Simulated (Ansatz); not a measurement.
# Li under changes of volume

One of the cells (21.609 Å³/atom); the others are scaled copies at fixed shape and fractional positions:

```
Li
1.0
    -1.75465    1.75465    1.75465
     1.75465   -1.75465    1.75465
     1.75465    1.75465   -1.75465
Li
1
Direct
  0.00000 0.00000 0.00000
```

| Property | Result |
| --- | --- |
| Program | Ansatz 0.2.0 |
| Functional | HSE06 |
| Potentials or basis | Ansatz PAW |
| Cutoff | 420 eV (not typed: the program's choice for these potentials) |
| k mesh | 6 × 6 × 6 |
| Occupations | fermi-dirac, width 0.05 eV |
| Spin | no spin polarisation |

```csv
volume (Å³/atom),energy over the lowest point (meV/atom),pressure (GPa)
20.312,0.90,0.5
20.744,?,?
21.177,0.00,-0.1
21.609,0.63,-0.4
22.041,1.91,-0.6
22.473,3.76,-0.8
22.905,6.16,-1.0
```

What does the run at 20.744 Å³/atom give?

Energy over the lowest point 0.07 meV/atom; pressure 0.2 GPa.

Worked out: A Birch-Murnaghan fit of order 3 (a polynomial in V^(-2/3)) to the other rows has its minimum at 21.00 Å³/atom with B0 = V·E''(V) = 13.1 GPa and B' = 3.3. It gives 0.07 meV/atom at 20.744 Å³/atom, against the run's 0.07, and -dE/dV = 0.2 GPa, against 0.2.

Energies are extrapolated to zero smearing.

Caveats: all runs use coarse meshes; the PAW data sets were made with another functional, which shifts forces and pressure a little; the thresholds are loose for stress.
